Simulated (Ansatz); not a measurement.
The structure is an experimental refinement, used without relaxation. The listed cell was then made from it by scaling, straining or moving an atom.

Na: DFT, PBE, all-electron LAPW, scalar-relativistic (Ansatz 0.2.0). What sets it apart from a plain run of this crystal: zz strain of +1 %.

Command: `ansatz run input.yaml --threads 1 --pin off --max-ram 3072MiB --backend cpu --events-out ev --progress --plain --runs-dir out` The run took 4.6 s on 1 thread of Arm Neoverse V2, on a shared host, peak memory 0.23 GiB.

```yaml
crystal:
  lattice:
    - [-2.1175, 2.1175, 2.138675]
    - [2.1175, -2.1175, 2.138675]
    - [2.1175, 2.1175, -2.138675]
  atoms:
    - { symbol: Na, position: [0.0, 0.0, 0.0] }
kpoints:
  mp_grid: { grid: [12, 12, 12] }
  band_path:
    path:
      - [0.0, 0.0, 0.0]
      - [0.0, 0.0, 0.5]
      - [0.25, 0.25, 0.25]
      - [0.0, 0.5, 0.0]
      - [0.0, 0.0, 0.0]
      - [0.5, 0.5, -0.5]
      - [0.4950740124, 0.5049259876, -0.4950740124]
      - [-0.4950740124, 0.4950740124, 0.4950740124]
      - [0.0, 0.0, 0.0]
    npoints: 5
scf:
  occupations: { method: fermi_dirac, width: 0.05 }
hamiltonian:
  xc: pbe
  pseudopotentials: { kind: all_electron, lapw: { basis_error: 0.00025 } }
output:
  forces: true
  stress: true
  eigenvalues: true
```

Output (standing set-up lines are left out):

```
LAPW: plane waves up to 4.994 Å⁻¹, error target 2.5e-4 eV per atom; small_component_spin mean_spin; Na in spheres of 1.840 Å, 9 of its electrons in bands, Dirac shells []
Crystal: 1 atoms, lattice volume = 38.358 Å³
Basis set: ecut = 95.00528563960236 eV, 79 PW (Γ), exchange–correlation at level 2
Symmetry: 16 space group operations
Space group: I4/mmm (ITA 139), of the structure as read, at distance tolerance 3.4e-5 Å
k-points: 163 of 1728
iter 1 solved again at ethr=2.23e-5 eV; its pass at ethr=1.00e-1 eV (dr2=2.01e-3 eV) is discarded
SCF iter   1: F=—  HF=-4420.072753 eV  |F-HF|=—  |Δ(HF+E_count)|=         —  Δρ=2.02e-3  dr2=2.01e-3  ethr=2.23e-5  ⟨swp⟩=4.0  Hψ=12062  notcnv=0
preconditioner: auto → Kerker (q_TF=auto, 2.143 Å⁻¹)  [metal: Δε(μ)=0.072 eV  Ē_g=7.681 eV  σ=0.050 eV  W_gap=0.33  n_scr=12 (ndim 8)  ℏωp=6.0 eV  f_vac=0.000  D(μ)=0.69/eV (n_scr^D=0)]
SCF iter   2: F=—  HF=-4420.072093 eV  |F-HF|=—  |Δ(HF+E_count)|=   6.60e-4  Δρ=1.37e-3  dr2=1.04e-3  ethr=2.23e-5  ⟨swp⟩=2.0  Hψ=4217  notcnv=0
SCF iter   3: F=—  HF=-4420.072260 eV  |F-HF|=—  |Δ(HF+E_count)|=   1.67e-4  Δρ=5.52e-4  dr2=2.13e-4  ethr=1.16e-5  ⟨swp⟩=2.0  Hψ=4217  notcnv=0
SCF iter   4: F=—  HF=-4420.072264 eV  |F-HF|=—  |Δ(HF+E_count)|=   4.74e-6  Δρ=3.26e-4  dr2=7.93e-5  ethr=2.36e-6  ⟨swp⟩=2.0  Hψ=4217  notcnv=0
iter 5 solved again at ethr=1.30e-8 eV; its pass at ethr=8.81e-7 eV (dr2=1.17e-6 eV) is discarded
SCF iter   5: F=—  HF=-4420.072317 eV  |F-HF|=—  |Δ(HF+E_count)|=   5.25e-5  Δρ=4.31e-5  dr2=1.17e-6  ethr=1.30e-8  ⟨swp⟩=2.0  Hψ=7133  notcnv=0
SCF iter   6: F=-4420.072317 eV  HF=-4420.072317 eV  |F-HF|=2.05e-8  |Δ(HF+E_count)|=   1.17e-7  Δρ=1.04e-5  dr2=4.15e-8  ethr=1.30e-8  ⟨swp⟩=2.0  Hψ=4217  notcnv=0
SCF 1 converged in 6 iterations: F = -4420.072317 eV  dr2 = 4.15e-8
NSCF: frozen V_eff on 41 k-points
SCF converged after 6 iterations
Free energy (F): -4420.072317 eV
Harris-Foulkes:  -4420.072317 eV  (|F-HF|=2.05e-8)
Internal energy: -4420.066941 eV  (E = F + TS)
E sigma→0 (E₀):  -4420.069629 eV
Entropy (-TS):   -0.005376 eV (-5.376 meV/atom)
Fermi energy:    1.420699 eV
--- Per-component energies (eV) ---
  E_band       = -243.887596
  E_kinetic    = 4422.820619
  E_xc         = -390.638458
  E_electrostatic = -8452.249102  (all electrons and nuclei)
  E_smearing   = -0.005376  (= −TS)
  E_closure    = 0.000000  (closes the sum)
  E_atoms      = -4418.770368  (free atoms, spherical and without spin; not in F)
  Σ components = -4420.072317   (vs F -4420.072317, Δ=0.00e0)
  Basis errors (estimates in eV, not in F): energy 6.6e-5 per atom: plane waves 6.5e-5 (3.4e-5 summed), levels above the bands 1.5e-67, relativity 2.8e-10, radial functions 9.7e-7, core shells 4.2e-17; eigenvalues (radial functions only) 5.4e-5; not estimated: angular momenta, meshes, grids; target (lapw.basis_error) 2.5e-4; muffin-tin radii Na 1.840 Å
--- Forces (eV/Å), atoms counted from 1 ---
  atom   1  Na    -0.00000000     0.00000000     0.00000000
  max |Σ_I F_I| component: 7.70e-34 eV/Å
--- Stress (GPa, compression-positive) ---
       -0.262226       0.000000       0.000000
        0.000000      -0.262226       0.000000
        0.000000       0.000000      -0.233208
  P = ⅓ Tr σ = -0.2526 GPa (-2.526 kbar)
--- Band table (eV; the first three rows and the last of 163) ---
  k-point 0: bands = ["-51.5717", "-23.4778", "-23.4778", "-23.4777", "-1.7492", "12.9182", "12.9182", "13.0650", "13.8751"]
  k-point 1: bands = ["-51.5716", "-23.4799", "-23.4785", "-23.4778", "-1.6291", "11.5698", "12.2028", "12.4449", "13.0083"]
  k-point 2: bands = ["-51.5713", "-23.4857", "-23.4805", "-23.4778", "-1.2704", "9.4223", "11.2463", "11.7190", "12.0867"]
  k-point 162: bands = ["-51.5687", "-23.5011", "-23.5005", "-23.5005", "5.8763", "5.9610", "6.1252", "6.2920", "6.2920"]
```
